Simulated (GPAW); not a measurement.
# Ba (Fm-3m) in GPAW: further runs

Aim: see how the results for Ba move with the level of theory and the settings. Levels: MS2, SOGGA. Tasks: electron localisation function, single point.

Everything below comes from runs of GPAW 26.7.0. Logs are shortened: lines on timing, memory, paths and dates and some standing lists are left out, and cuts for length are marked. The log counts tension as positive stress, the text compression.

### 1 The undisturbed crystal

The structure is cubic, space group Fm-3m (No. 225). Conventional cell: a = 6.465 Å, b = 6.465 Å, c = 6.465 Å, α = 90.00°, β = 90.00°, γ = 90.00°.

This isn't the form of Ba at room conditions, which is bcc.

### 2 Electron localisation function, MS2 (cell strained at random at fixed volume)

File run.py:

```python
from ase.dft.bandgap import bandgap
from ase.io import read, write
from ase.units import Bohr, GPa
from gpaw import GPAW, PW
from gpaw.elf import elf_from_dft_calculation

atoms = read('POSCAR')

calc = GPAW(mode=PW(600),
            xc='MGGA_X_MS2+GGA_C_REGTPSS',
            kpts={'size': (6, 6, 6), 'gamma': True},
            occupations={'name': 'fermi-dirac', 'width': 0.05},
            nbands=12,
            convergence={'density': 1e-05, 'energy': 1e-05},
            maxiter=150,
            txt='gpaw.txt')
atoms.calc = calc
energy = atoms.get_potential_energy()
forces = atoms.get_forces()
stress = atoms.get_stress()
calc.write('gs.gpw')
write('result.traj', atoms)
print(f'Energy: {energy:.6f} eV')
print('Forces (eV/A):')
print(forces.round(4))
print('Stress (GPa):', (stress / GPa).round(3))
print('Fermi level:', round(calc.get_fermi_level(), 4), 'eV')
print(f'Gap: {bandgap(calc)[0]:.4f} eV, direct: {bandgap(calc, direct=True)[0]:.4f} eV')

# fields on the real-space grid
write('density.cube', atoms, data=calc.get_pseudo_density() * Bohr**3)
write('potential.cube', atoms, data=calc.get_electrostatic_potential())
write('elf.cube', atoms, data=elf_from_dft_calculation(calc).data)
```

File POSCAR:

```
Ba
1.0
    0.0128520000      3.1834250000      3.2120650000
    3.3091850000     -0.0214900000      3.2464070000
    3.2724180000      3.1809990000      0.0152780000
Ba
1
Direct
   -0.0178690000     -0.0017080000      0.0114630000
```

Potentials or basis: GPAW PAW data sets (gpaw-data 1.2.1), pw.

Started as:

```
> OMP_NUM_THREADS=1 python run.py
```

gpaw.txt:

```text
__  _  _
 | _ |_)|_||  |
 |__||  | ||/\| - 26.7.0

Input parameters:
  mode=PW(ecut=600.0),
  convergence={'density': 1e-05, 'energy': 1e-05},
  kpts=MonkhorstPack(size=(6, 6, 6), gamma=True),
  maxiter=150,
  nbands=12,
  occupations=Occupations(name='fermi-dirac', width=0.05),
  xc=XC(name='MGGA_X_MS2+GGA_C_REGTPSS')

Diagonalizing LCAO Hamiltonian
Converting LCAO to pw mode

       Ba

Atoms  # Å, Bohr magnetons
|   | symbol |        x |         y |         z |    initial magnetic moments |
|---|--------|----------|-----------|-----------|-----------------------------|
| 0 |     Ba | 0.031630 | -0.020384 | -0.062766 | ( 0.0000,  0.0000,  0.0000) |

Unit cell  # Å
| periodic |        x |         y |        z |  lengths |    angles |
|----------|----------|-----------|----------|----------|-----------|
|      yes | 0.012852 |  3.183425 | 3.212065 | 4.522358 | 59.271606 |
|      yes | 3.309185 | -0.021490 | 3.246407 | 4.635766 | 60.325879 |
|      yes | 3.272418 |  3.180999 | 0.015278 | 4.563738 | 60.253742 |

Number of symmetries: 1
Symmetry operations  # r_c * U_cc + t_c -> r_c
|   | kind |            matrix            |
|---|------|------------------------------|
| 0 |  E   |  1, 0, 0,  0, 1, 0,  0, 0, 1 |

BZ-sampling:
  Number of BZ points: 216
  Number of IBZ points: 112

  Monkhorst-Pack size: [6, 6, 6]
  Monkhorst-Pack shift: [0.08333333333333333, 0.08333333333333333, 0.08333333333333333]

K-points  # in reciprocal-cell coordinates
|     |                                coordinates |     weight |
|-----|--------------------------------------------|------------|
|   0 | (  0.00000000,   0.00000000,   0.00000000) | 0.00462963 |
|   1 | (  0.00000000,   0.00000000,   0.16666667) | 0.00925926 |
|   2 | (  0.00000000,   0.00000000,   0.33333333) | 0.00925926 |
|   3 | (  0.00000000,   0.00000000,   0.50000000) | 0.00462963 |
|   4 | (  0.00000000,   0.16666667,  -0.33333333) | 0.00925926 |
|   5 | (  0.00000000,   0.16666667,  -0.16666667) | 0.00925926 |
|   6 | (  0.00000000,   0.16666667,   0.00000000) | 0.00925926 |
|   7 | (  0.00000000,   0.16666667,   0.16666667) | 0.00925926 |
|   8 | (  0.00000000,   0.16666667,   0.33333333) | 0.00925926 |
|   9 | (  0.00000000,   0.16666667,   0.50000000) | 0.00925926 |
| ... |                                            |            |
| 111 | (  0.50000000,   0.50000000,   0.50000000) | 0.00462963 |

Plane wave coefficients: 2276
Cutoff: 600.0 eV

Spin-components: 1 (collinear spins)
Bands:           12
Projectors:      6
Spin-degeneracy: 2
Datatype:        complex128

Density:
  Valence electrons: 10.0
  Components: 1
  Grid points: [27 27 27]
  Charge: 0.0  # |e|

Potential:
  Grid points: [27 27 27]

species:
  Ba:
    name:    Barium
    Z:       56.0
    valence: 10
    core:    46
    charge:  0.0  # [|e|]
    compensation charges:
      type: gauss
      rc: 0.37  # [Å]
      lmax: 2
    cutoffs:
      filter: 2.06  # [Å]
      core: 2.33  # [Å]
    projectors
    | kind |    occ | energy [eV] | rcut [Å] |
    |------|--------|-------------|----------|
    |   5s |  2.000 |     -33.644 |    1.164 |
    |   6s |  2.000 |      -3.229 |    1.164 |
    |   5p |  6.000 |     -18.744 |    1.164 |
    |    p |        |       0.000 |    1.164 |
    |    d |        |       0.000 |    1.164 |
    |    d |        |      27.211 |    1.164 |

    Using partial waves for Ba as LCAO basis

Reference energy: -221277.842511  # eV

eigensolver:
  PPCG
  Converge bands: occupied
  niter=2

density mixing:
  MSR1-Mixer
  Pratt-step length: 0.05
  Maximum mixing coefficient: 0.75
  Old densities: 10
  SVD Regularization: 0.005
  Good broyden scale: 1.0
  Trust region scale: 1.0
  Backstep threshold: 4.0
  History deletion threshold: 6.0
  Fourier metric: weight=20.0, sigma=0.015

occupation numbers:
  Fermi-Dirac:
    width: 0.0500  # eV

poisson solver:
  ecut: 4800.0  # eV

xc functional:
  name: MGGA_X_MS2+GGA_C_REGTPSS with 2 nearest neighbor stencil

convergence criteria:
- Maximum integral of absolute [dens]ity change: 1e-05 electrons / valence electron
- Maximum [total energy] change in last 3 cyles: 1e-05 eV / valence electron
- Maximum integral of absolute [eigenst]ate change: 4e-08 eV^2 / valence electron
maximum number of iterations: 150

SCF iterations
|iter     | |      energy | eigst |  dens |
|---------|-|-------------|-------|-------|
|iter:   1| |    3.311681 | +0.29 |       |
|iter:   2| |    8.155115 | -0.60 | -1.22 |
|iter:   3| |    8.328900 | -1.47 | -1.28 |
|iter:   4| |    8.301162 | -2.48 | -1.18 |
|iter:   5| |    8.259239 | -2.49 | -1.32 |
|iter:   6| |    8.256801 | -3.38 | -2.00 |
|iter:   7| |    8.256335 | -3.36 | -2.32 |
|iter:   8| |    8.256406 | -4.68 | -2.74 |
|iter:   9| |    8.256476 | -4.85 | -2.74 |
|iter:  10| |    8.256570 | -4.86 | -2.96 |
|iter:  11| |    8.256665 | -5.11 | -3.36 |
|iter:  12| |    8.256740 | -5.45 | -3.73 |
|iter:  13| |    8.256801 | -5.66 | -3.86 |
|iter:  14| |    8.256841 | -6.16 | -4.53 |
|iter:  15| |    8.256879c| -6.09 | -3.97 |
|iter:  16| |    8.256895c| -7.15 | -4.31 |
|iter:  17| |    8.256917c| -6.55 | -3.92 |
|iter:  18| |    8.256923c| -8.07c| -4.42 |
|iter:  19| |    8.256938c| -6.79 | -4.01 |
|iter:  20| |    8.256937c| -7.74c| -4.22 |
|iter:  21| |    8.256959c| -6.45 | -3.97 |
|iter:  22| |    8.256955c| -7.21 | -3.74 |
|iter:  23| |    8.256962c| -7.33 | -4.06 |
|iter:  24| |    8.256957c| -7.60c| -4.19 |
|iter:  25| |    8.256960c| -8.07c| -4.22 |
|iter:  26| |    8.256960c| -7.81c| -4.70 |
|iter:  27| |    8.256962c| -8.38c| -4.89 |
|iter:  28| |    8.256962c| -8.37c| -4.72 |
|iter:  29| |    8.256962c| -9.43c| -5.58c|

Converged in 29 steps
Energy contributions relative to reference atoms: (reference = -221277.842511)

Energy contributions:
  Kinetic:         -16.508119
  Coulomb:          17.896749
  Zero:             -0.334543
  External:          0.000000
  Xc:                7.216073
  Entropy:          -0.026395
  Spinorbit:         0.000000
  ----------------------------
  Free energy:       8.243764
  Extrapolated:      8.256962

dipole moment: (1.160180, -0.671007, 37.192634)  # |e|*Ang

Fermi level: 4.702
Eigenvalues  # (at kpt = [0.000, 0.000, 0.000])
| band index |      eig [eV] | occ [0-2] |
|------------|---------------|-----------|
|          0 |       -24.935 |     2.000 |
|          1 |        -9.852 |     2.000 |
|          2 |        -9.847 |     2.000 |
|          3 |        -9.846 |     2.000 |
|          4 |         1.866 |     2.000 |
|          5 |         6.328 |     0.000 |
|          6 |         6.484 |     0.000 |
|          7 |         6.511 |     0.000 |
|          8 |         7.833 |     0.000 |
|          9 |         8.051 |     0.000 |
|         10 |        10.362 |     0.000 |
|         11 |        12.493 |     0.000 |

No gap
No difference between direct/indirect transitions

Forces  # eV/Ang
|        x |        y |       z |
|----------|----------|---------|
| -0.00000 | -0.00000 | 0.00000 |  # Ba   0

Stress tensor  # eV/Ang^3
|         x |         y |         z |
|-----------|-----------|-----------|
|  0.001828 | -0.000226 |  0.000443 |
| -0.000226 |  0.002220 | -0.000235 |
|  0.000443 | -0.000235 |  0.001973 |

# Writing to gs.gpw (mode='')
```

Wall time 7.9 min (1 thread of Arm Neoverse V2, shared host); peak memory 0.35 GiB.

Results:

```yaml
Free_energy: 8.2438 eV
Pressure: -0.3 GPa
Band_gap_on_the_k_mesh: none (metal or under the smearing width)
```

Levels at points of the mesh, in eV from the Fermi level:
```tsv
k point	band 2	band 3	band 4	band 5	band 6	band 7	band 8
(0.00, 0.00, 0.00)	-14.55	-14.55	-14.55	-2.84	1.63	1.78	1.81
(0.00, 0.00, 0.50)	-14.91	-14.61	-14.59	-0.92	0.70	1.48	1.75
(0.00, 0.50, 0.00)	-14.90	-14.60	-14.59	-0.95	0.61	1.59	1.71
(0.00, 0.50, 0.50)	-14.88	-14.67	-14.66	-0.87	-0.12	1.59	4.39
(0.50, 0.00, 0.00)	-14.91	-14.61	-14.59	-0.92	0.69	1.51	1.73
(0.50, 0.00, 0.50)	-14.88	-14.69	-14.68	-0.85	-0.18	1.82	4.37
(0.50, 0.50, 0.00)	-14.88	-14.69	-14.67	-0.85	-0.16	1.75	4.36
(0.50, 0.50, 0.50)	-14.91	-14.60	-14.59	-0.93	0.66	1.57	1.69
```

Caveat: the PAW data sets were made with another functional, which shifts forces and pressure a little.

### 3 Single point, SOGGA (volume scaled by 0.88)

File run.py:

```python
from ase.dft.bandgap import bandgap
from ase.io import write
from ase.spacegroup import crystal
from ase.units import Bohr
from gpaw import GPAW, setup_paths
from gpaw.elf import elf_from_dft_calculation

setup_paths.insert(0, '.')

# Ba 4a
atoms = crystal(['Ba'],
                basis=[[0.0, 0.0, 0.0]],
                spacegroup=225, setting=1,  # Fm-3m
                cellpar=[6.19562211, 6.19562211, 6.19562211, 90.0, 90.0, 90.0],
                primitive_cell=True)

calc = GPAW(mode='fd',
            h=0.14,
            xc='GGA_X_SOGGA+GGA_C_PBE_SOL',
            kpts={'size': (8, 8, 8), 'gamma': True},
            occupations={'name': 'fermi-dirac', 'width': 0.3},
            nbands=12,
            convergence={'density': 1e-05, 'energy': 1e-05},
            charge=0.1,
            maxiter=75,
            txt='gpaw.txt')
atoms.calc = calc
energy = atoms.get_potential_energy()
forces = atoms.get_forces()
calc.write('gs.gpw')
write('result.traj', atoms)
print(f'Energy: {energy:.6f} eV')
print('Forces (eV/A):')
print(forces.round(4))
print('Fermi level:', round(calc.get_fermi_level(), 4), 'eV')
print(f'Gap: {bandgap(calc)[0]:.4f} eV, direct: {bandgap(calc, direct=True)[0]:.4f} eV')

# fields on the real-space grid
write('density.cube', atoms, data=calc.get_pseudo_density() * Bohr**3)
write('potential.cube', atoms, data=calc.get_electrostatic_potential())
write('elf.cube', atoms, data=elf_from_dft_calculation(calc).data)
```

Potentials or basis: PAW data sets generated in the run's folder for this functional, fd.

Started as:

```
> gpaw-setup -f GGA_X_SOGGA+GGA_C_PBE_SOL Ba
> OMP_NUM_THREADS=1 python run.py
```

Run time: 38 s. Hardware: 1 thread of Arm Neoverse V2, shared host; peak memory 0.27 GiB.

These settings aren't checked as converged: the numbers below hold their error.

Results:

```yaml
Free_energy: -2.8950 eV
Band_gap_on_the_k_mesh: none (metal or under the smearing width)
```

Caveat: the cell carries a net charge on a neutralising background, which shifts energy and pressure; the real-space grid adds noise to forces.
